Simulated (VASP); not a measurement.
# AgCl (Chlorargyrite) (Fm-3m) in VASP: further runs, part 2 of 2

VASP 6.6.1.

## (5) Single point, PBEsol

INCAR reads:

```
PREC = Normal
ENCUT = 400
EDIFF = 1E-4
ISMEAR = 0
SIGMA = 0.05
LREAL = Auto
LASPH = T
NELM = 100
ALGO = Normal
ISIF = 2
LWAVE = F
LCHARG = F
GGA = PS
ADDGRID = F
```

KPOINTS reads:

```
Automatic mesh
0
Gamma
  6 6 6
```

POSCAR reads:

```
AgCl
1.0
    0.0000000000      2.7350000000      2.7350000000
    2.7350000000      0.0000000000      2.7350000000
    2.7350000000      2.7350000000      0.0000000000
Ag Cl
1 1
Direct
    0.0000000000      0.0000000000      0.0000000000
    0.5000000000      0.5000000000      0.5000000000
```

Potentials or basis: VASP PAW PBE potentials, release 64 (Ag, Cl).

The run is started by

```
$ cat potpaw_PBE.64/Ag/POTCAR potpaw_PBE.64/Cl/POTCAR > POTCAR
$ mpirun -np 1 vasp_std > vasp.out
```

OUTCAR:

```text
PREC = Normal
   ENCUT = 400
   EDIFF = 1E-4
   ISMEAR = 0
   LREAL = Auto
   LASPH = T
   NELM = 100
   ISIF = 2
   GGA = PS

 Found     16 irreducible k-points:

 Following reciprocal coordinates:
            Coordinates               Weight
  0.000000  0.000000  0.000000      1.000000
  0.166667  0.000000  0.000000      8.000000
  0.333333  0.000000  0.000000      8.000000
  0.500000  0.000000  0.000000      4.000000
  0.166667  0.166667  0.000000      6.000000
  0.333333  0.166667  0.000000     24.000000
   k-points           NKPTS =     16   k-points in BZ     NKDIM =     16   number of bands    NBANDS=     13
   number of dos      NEDOS =    301   number of ions     NIONS =      2
   total plane-waves  NPLWV =   8000
   dimension x,y,z NGX =    20 NGY =   20 NGZ =   20
   dimension x,y,z NGXF=    40 NGYF=   40 NGZF=   40
   ions per type =               1   1
   NGX,Y,Z   is equivalent  to a cutoff of   8.60,  8.60,  8.60 a.u.
   NGXF,Y,Z  is equivalent  to a cutoff of  17.19, 17.19, 17.19 a.u.
 SYSTEM =  unknown system
   PREC   = normal    normal or accurate (medium, high low for compatibility)
   ISTART =      0    job   : 0-new  1-cont  2-samecut
   ICHARG =      2    charge: 1-file 2-atom 10-const
   ISPIN  =      1    spin polarized calculation?
   LNONCOLLINEAR =      F non collinear calculations
   LSORBIT =      F    spin-orbit coupling
   LASPH  =      T    aspherical Exc in radial PAW
   ENCUT  =  400.0 eV  29.40 Ry    5.42 a.u.   6.31  6.31  6.31*2*pi/ulx,y,z
   NELM   =    100;   NELMIN=  2; NELMDL= -5     # of ELM steps
   EDIFF  = 0.1E-03   stopping-criterion for ELM
   LREAL  =      T    real-space projection
   EDIFFG = 0.1E-02   stopping-criterion for IOM
   NSW    =      0    number of steps for IOM
   IBRION =     -1    ionic relax: 0-MD 1-quasi-New 2-CG
   NFREE  =      0    steps in history (QN), initial steepest desc. (CG)
   ISIF   =      2    stress and relaxation
   ISYM   =      2    0-nonsym 1-usesym 2-fastsym
   POTIM  = 0.5000    time-step for ionic-motion
   TEBEG  =    0.0;   TEEND  =   0.0 temperature during run
   PSTRESS=    0.0 pullay stress
   NELECT =      18.0000    total number of electrons
   NUPDOWN=      -1.0000    fix difference up-down
   EMIN   =  10.00;   EMAX   =-10.00  energy-range for DOS
   EFERMI =   0.00;   METHOD = LEGACY
   ISMEAR =     0;   SIGMA  =   0.05  broadening in eV -4-tet -1-fermi 0-gaus
   EFERMI_NEDOS =   21; number of points for ismear=-14 and -15
   IALGO  =     38    algorithm
   IMIX   =      4    mixing-type and parameters
     AMIX     =   0.40;   BMIX     =  1.00
     AMIX_MAG =   1.60;   BMIX_MAG =  1.00
  volume/ion in A,a.u.               =      20.46       138.06
  Fermi-wavevector in a.u.,A,eV,Ry     =   1.245083  2.352866 21.092186  1.550232
  Thomas-Fermi vector in A             =   2.379321
   LORBIT       =      0    0 simple, 1 ext, 2 COOP (PROOUT), +10 PAW based schemes
   GGA     = PS    functional components
   LHFCALC =     F    Hartree Fock is set to
   AEXX    =    0.0000 exact exchange contribution
   IVDW    =     0    specifies the selected vdW correction
   LEPSILON=     F    determine dielectric tensor
   LRPA    =     F    only Hartree local field effects (RPA)
 non-spin polarized calculation
 Gauss-broadening in eV      SIGMA  =   0.05
  energy-cutoff  :      400.00
  volume of cell :       40.92
 maximum number of plane-waves:       754
   NGX = 13   NGY = 13   NGZ = 13

 number of electron      18.0000051 magnetization

 Free energy of the ion-electron system (eV)
  ---------------------------------------------------
  ext. energy  EPLUGINS =         0.00000000
  ---------------------------------------------------
  free energy    TOTEN  =        -6.06004829 eV

  energy without entropy =       -6.06004829  energy(sigma->0) =       -6.06004829

 E-fermi :   4.5020     XC(G=0): -10.4362

 val. band max:        4.2524329608   @ k =   0.5000   0.0000   0.0000
 cond. band min:       4.9724088281   @ k =   0.0000   0.0000   0.0000
 fundamental gap:      0.7199758672
 Fermi energy:         4.5019501403

 k-point     1 :       0.0000    0.0000    0.0000
  band No.  band energies     occupation
      1     -11.1780      2.00000
      2       1.5984      2.00000
      3       1.5984      2.00000
      4       1.5984      2.00000
      5       1.6406      2.00000
      6       1.6406      2.00000
      7       1.7467      2.00000
      8       1.7467      2.00000
      9       1.7467      2.00000
     10       4.9724      0.00000
     11      14.9823      0.00000
     12      14.9823      0.00000
     13      14.9823      0.00000

 k-point     2 :       0.1667    0.0000    0.0000
  band No.  band energies     occupation
      1     -11.0592      2.00000
      2       0.4613      2.00000
      3       0.6853      2.00000
      4       0.6853      2.00000
      5       1.7009      2.00000
      6       1.7009      2.00000
      7       1.9638      2.00000
      8       2.8380      2.00000
      9       2.8380      2.00000
     10       6.1754      0.00000
     11      12.9547      0.00000
     12      14.2665      0.00000
     13      14.2666      0.00000

 k-point     3 :       0.3333    0.0000    0.0000
  band No.  band energies     occupation
      1     -10.8041      2.00000
      2      -0.8843      2.00000
      3       0.0128      2.00000
      4       0.0128      2.00000
      5       1.9075      2.00000
      6       1.9075      2.00000
      7       2.2043      2.00000
      8       3.8292      2.00000
      9       3.8292      2.00000
     10       7.7891      0.00000
     11      11.1968      0.00000
     12      12.4654      0.00000
     13      12.4654      0.00000

 k-point     4 :       0.5000    0.0000    0.0000
  band No.  band energies     occupation
      1     -10.6660      2.00000
      2      -1.4241      2.00000
      3      -0.2226      2.00000
      4      -0.2226      2.00000
      5       2.0159      2.00000
      6       2.0159      2.00000
      7       2.3526      2.00000
      8       4.2524      2.00000
      9       4.2524      2.00000
     10       8.1668      0.00000
     11      10.9205      0.00000
     12      11.6999      0.00000
     13      11.6999      0.00000

 k-point     5 :       0.1667    0.1667    0.0000
  band No.  band energies     occupation
      1     -11.0274      2.00000
      2      -0.0549      2.00000
      3       1.0987      2.00000
      4       1.0987      2.00000
      5       1.5023      2.00000
      6       1.6932      2.00000
      7       2.2477      2.00000
      8       2.2477      2.00000
      9       2.6797      2.00000
     10       6.6764      0.00000
     11      13.0001      0.00000
     12      13.4485      0.00000
     13      14.3417      0.00000

 k-point     6 :       0.3333    0.1667    0.0000
  band No.  band energies     occupation
      1     -10.8343      2.00000
      2      -0.6757      2.00000
      3       0.3142      2.00000
      4       0.4648      2.00000
      5       1.6432      2.00000
      6       1.9369      2.00000
      7       2.2355      2.00000
      8       2.8602      2.00000
      9       3.4094      2.00000
     10       7.9644      0.00000
     11      11.0125      0.00000
     12      12.4140      0.00000
     13      13.6239      0.00000

 [... further k-points ...]
[... 5 lines left out ...]
  --------------------------------------------------------------------------------------
  -------------------------------------------------------------------------------------
  Total       -0.2317379     -0.2317379     -0.2317379      0.0000000      0.0000000      0.0000000
  in kB       -9.0741423     -9.0741423     -9.0741423      0.0000000      0.0000000      0.0000000
  external PRESSURE =      -9.0741423 kB  Pullay stress =       0.0000000 kB

 VOLUME and BASIS-vectors are now :
 -----------------------------------------------------------------------------
  energy-cutoff  :      400.00
  volume of cell :       40.92
      direct lattice vectors                 reciprocal lattice vectors
     0.000000000  2.735000000  2.735000000    -0.182815356  0.182815356  0.182815356
     2.735000000  0.000000000  2.735000000     0.182815356 -0.182815356  0.182815356
     2.735000000  2.735000000  0.000000000     0.182815356  0.182815356 -0.182815356

 POSITION                                       TOTAL-FORCE (eV/Angst)
 -----------------------------------------------------------------------------------
      0.00000      0.00000      0.00000         0.000000     -0.000000     -0.000000
      2.73500      2.73500      2.73500        -0.000000      0.000000      0.000000
 -----------------------------------------------------------------------------------
    total drift:                                0.000000      0.000000      0.000000

  FREE ENERGIE OF THE ION-ELECTRON SYSTEM (eV)
  ---------------------------------------------------
  free  energy   TOTEN  =        -6.0600482911 eV

  energy  without entropy=       -6.0600482911  energy(sigma->0) =       -6.06004829
```

stdout:

```text
POSCAR found type information on POSCAR AgCl
 POSCAR found :  2 types and       2 ions
 scaLAPACK will be used
 -----------------------------------------------------------------------------
|                                                                             |
|                                                                             |
|     You have a (more or less) 'small supercell' and for smaller cells       |
|     it is recommended to use the reciprocal-space projection scheme!        |
|     The real-space optimization is not efficient for small cells and it     |
|     is also less accurate ...                                               |
|     Therefore, set LREAL=.FALSE. in the INCAR file.                         |
|                                                                             |
 -----------------------------------------------------------------------------

 -----------------------------------------------------------------------------
|                                                                             |
|                                                                             |
|     You enforced a specific xc type in the INCAR file but a different       |
|     I HOPE YOU KNOW WHAT YOU ARE DOING!                                     |
|                                                                             |
 -----------------------------------------------------------------------------

 LDA part: xc-table for (Slater+PW92), standard interpolation
 POSCAR, INCAR and KPOINTS ok, starting setup
 FFT: planning ... GRIDC
 FFT: planning ... GRID_SOFT
 FFT: planning ... GRID
 WAVECAR not read
 entering main loop
```

Wall time 2.3 s (1 thread of Intel Xeon 6975P-C (Granite Rapids), shared host); peak memory 0.12 GiB.

The run converged, but some of its settings lie outside the range that counts as converged, so its numbers aren't taken as properties of the crystal.

Results:

```yaml
Free_energy: -6.0600 eV
Pressure: -0.9 GPa
Band_gap_on_the_k_mesh: 0.72 eV, indirect (least direct gap 3.23 eV)
```

Caveat: the PAW data sets were made with another functional, which shifts forces and pressure a little.

## (6) Single point, PBEsol

INCAR reads:

```
PREC = Accurate
ENCUT = 300
EDIFF = 1E-6
ISMEAR = 0
SIGMA = 0.05
LREAL = F
LASPH = T
NELM = 100
ALGO = Normal
ISIF = 2
LWAVE = F
LCHARG = F
GGA = PS
ADDGRID = F
```

KPOINTS reads:

```
Automatic mesh
0
Gamma
  7 7 7
```

POSCAR is that of step 5.

Potentials or basis: VASP PAW PBE potentials, release 64 (Ag, Cl).

The run is started by

```
$ cat potpaw_PBE.64/Ag/POTCAR potpaw_PBE.64/Cl/POTCAR > POTCAR
$ mpirun -np 1 vasp_std > vasp.out
```

OUTCAR:

```text
PREC = Accurate
   ENCUT = 300
   EDIFF = 1E-6
   ISMEAR = 0
   LREAL = F
   LASPH = T
   NELM = 100
   ISIF = 2
   GGA = PS

 Found     20 irreducible k-points:

 Following reciprocal coordinates:
            Coordinates               Weight
  0.000000  0.000000  0.000000      1.000000
  0.142857  0.000000  0.000000      8.000000
  0.285714  0.000000  0.000000      8.000000
  0.428571  0.000000  0.000000      8.000000
  0.142857  0.142857  0.000000      6.000000
  0.285714  0.142857  0.000000     24.000000
   k-points           NKPTS =     20   k-points in BZ     NKDIM =     20   number of bands    NBANDS=     13
   number of dos      NEDOS =    301   number of ions     NIONS =      2
   total plane-waves  NPLWV =  13824
   dimension x,y,z NGX =    24 NGY =   24 NGZ =   24
   dimension x,y,z NGXF=    48 NGYF=   48 NGZF=   48
   ions per type =               1   1
   NGX,Y,Z   is equivalent  to a cutoff of  10.32, 10.32, 10.32 a.u.
   NGXF,Y,Z  is equivalent  to a cutoff of  20.63, 20.63, 20.63 a.u.
 SYSTEM =  unknown system
   PREC   = accura    normal or accurate (medium, high low for compatibility)
   ISTART =      0    job   : 0-new  1-cont  2-samecut
   ICHARG =      2    charge: 1-file 2-atom 10-const
   ISPIN  =      1    spin polarized calculation?
[... 62 lines left out ...]
 k-point     1 :       0.0000    0.0000    0.0000
  band No.  band energies     occupation
      1     -11.1792      2.00000
      2       1.6102      2.00000
      3       1.6102      2.00000
      4       1.6102      2.00000
      5       1.6518      2.00000
      6       1.6518      2.00000
      7       1.7461      2.00000
      8       1.7461      2.00000
      9       1.7461      2.00000
     10       4.9706      0.00000
     11      14.9942      0.00000
     12      14.9942      0.00000
     13      14.9942      0.00000
[... 66 lines left out ...]
  band No.  band energies     occupation
      1     -10.9048      2.00000
      2      -0.4796      2.00000
      3       0.4828      2.00000
      4       0.5962      2.00000
      5       1.6390      2.00000
      6       1.8845      2.00000
      7       2.2043      2.00000
      8       2.7558      2.00000
      9       3.3176      2.00000
     10       7.5610      0.00000
     11      11.5939      0.00000
     12      12.6566      0.00000
     13      13.7884      0.00000

 [... further k-points ...]
[... 5 lines left out ...]
  --------------------------------------------------------------------------------------
  -------------------------------------------------------------------------------------
  Total       -0.2877962     -0.2877962     -0.2877962      0.0000000      0.0000000     -0.0000000
  in kB      -11.2692144    -11.2692144    -11.2692144      0.0000000      0.0000000     -0.0000000
  external PRESSURE =     -11.2692144 kB  Pullay stress =       0.0000000 kB

 VOLUME and BASIS-vectors are now :
 -----------------------------------------------------------------------------
  energy-cutoff  :      300.00
  volume of cell :       40.92
      direct lattice vectors                 reciprocal lattice vectors
     0.000000000  2.735000000  2.735000000    -0.182815356  0.182815356  0.182815356
     2.735000000  0.000000000  2.735000000     0.182815356 -0.182815356  0.182815356
     2.735000000  2.735000000  0.000000000     0.182815356  0.182815356 -0.182815356

 POSITION                                       TOTAL-FORCE (eV/Angst)
 -----------------------------------------------------------------------------------
      0.00000      0.00000      0.00000         0.000000     -0.000000      0.000000
      2.73500      2.73500      2.73500         0.000000      0.000000      0.000000
 -----------------------------------------------------------------------------------
    total drift:                                0.000000     -0.000000     -0.000000

  FREE ENERGIE OF THE ION-ELECTRON SYSTEM (eV)
  ---------------------------------------------------
  free  energy   TOTEN  =        -6.0640614078 eV

  energy  without entropy=       -6.0640614078  energy(sigma->0) =       -6.06406141
```

OSZICAR:

```text
N       E                     dE             d eps       ncg     rms          rms(c)
DAV:   1     0.661272247578E+02    0.66127E+02   -0.64963E+03   568   0.781E+02
DAV:   2    -0.398778053377E+01   -0.70115E+02   -0.66554E+02   620   0.200E+02
DAV:   3    -0.620782871879E+01   -0.22200E+01   -0.22136E+01   620   0.383E+01
DAV:   4    -0.622339912347E+01   -0.15570E-01   -0.15569E-01   590   0.353E+00
DAV:   5    -0.622359561338E+01   -0.19649E-03   -0.19649E-03   600   0.385E-01    0.732E+00
DAV:   6    -0.606908900217E+01    0.15451E+00   -0.36056E-01   573   0.847E+00    0.475E+00
DAV:   7    -0.606562982454E+01    0.34592E-02   -0.73443E-02   525   0.213E+00    0.204E+00
DAV:   8    -0.606408183752E+01    0.15480E-02   -0.43189E-03   570   0.800E-01    0.325E-01
DAV:   9    -0.606403548420E+01    0.46353E-04   -0.51710E-04   600   0.324E-01    0.489E-02
DAV:  10    -0.606405651084E+01   -0.21027E-04   -0.35330E-05   560   0.586E-02    0.168E-02
DAV:  11    -0.606406145258E+01   -0.49417E-05   -0.39352E-06   535   0.197E-02    0.215E-03
DAV:  12    -0.606406140776E+01    0.44817E-07   -0.24011E-07   280   0.623E-03
   1 F= -.60640614E+01 E0= -.60640614E+01  d E =-.146007E-13
```

stdout:

```text
POSCAR found type information on POSCAR AgCl
 POSCAR found :  2 types and       2 ions
 scaLAPACK will be used
 -----------------------------------------------------------------------------
|                                                                             |
|                                                                             |
|     You enforced a specific xc type in the INCAR file but a different       |
|     I HOPE YOU KNOW WHAT YOU ARE DOING!                                     |
|                                                                             |
 -----------------------------------------------------------------------------

 LDA part: xc-table for (Slater+PW92), standard interpolation
 POSCAR, INCAR and KPOINTS ok, starting setup
 FFT: planning ... GRIDC
 FFT: planning ... GRID_SOFT
 FFT: planning ... GRID
 WAVECAR not read
 entering main loop
```

Run time: 2.7 s. Hardware: 1 thread of Intel Xeon 6975P-C (Granite Rapids), shared host; peak memory 0.13 GiB.

These settings aren't checked as converged: the numbers below hold their error.

Results:

* Free energy: -6.0641 eV
* Pressure: -1.1 GPa
* Band gap on the k mesh: 0.79 eV, indirect (least direct gap 3.22 eV)

Caveat: the cutoff is under 1.25 times the usual one of these potentials, so pressure, stress and relaxed cells hold a basis-set (Pulay) error; the PAW data sets were made with another functional, which shifts forces and pressure a little; an odd mesh through Γ misses points on the zone boundary, where band edges often lie.
